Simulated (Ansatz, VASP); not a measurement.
**Two plane-wave programs on W**

```
W
1.0
    -1.56462    1.56462    1.56462
     1.56462   -1.56462    1.56462
     1.56462    1.56462   -1.56462
W
1
Direct
  0.00000 0.00000 0.00000
```

Change from the starting cell: volume scaled by 0.95, PAW files, ecut 600.

Alike in both runs: task single point; functional PBE; k mesh 19 × 19 × 19; occupations fermi-dirac, width 0.05 eV; no spin polarisation.

```csv
,VASP,Ansatz
version,VASP 6.6.1,Ansatz 0.2.0
potentials or method,"VASP PAW PBE potentials, release 64 (W_sv)","PAW with Ansatz's default frozen-core files, scalar-relativistic"
plane-wave cutoff (eV),520,600
valence electrons in the cell,14,14
```

Ansatz gave:

* pressure (GPa): 17.2

Task: What did VASP give for the same quantities?

Result: Pressure (GPa): 18.0.

Caveats: so large a pressure means that the cell lies far from this level's equilibrium, or that cutoff or potentials fall short (VASP). Spin-orbit coupling is left out, which matters for the levels of W.
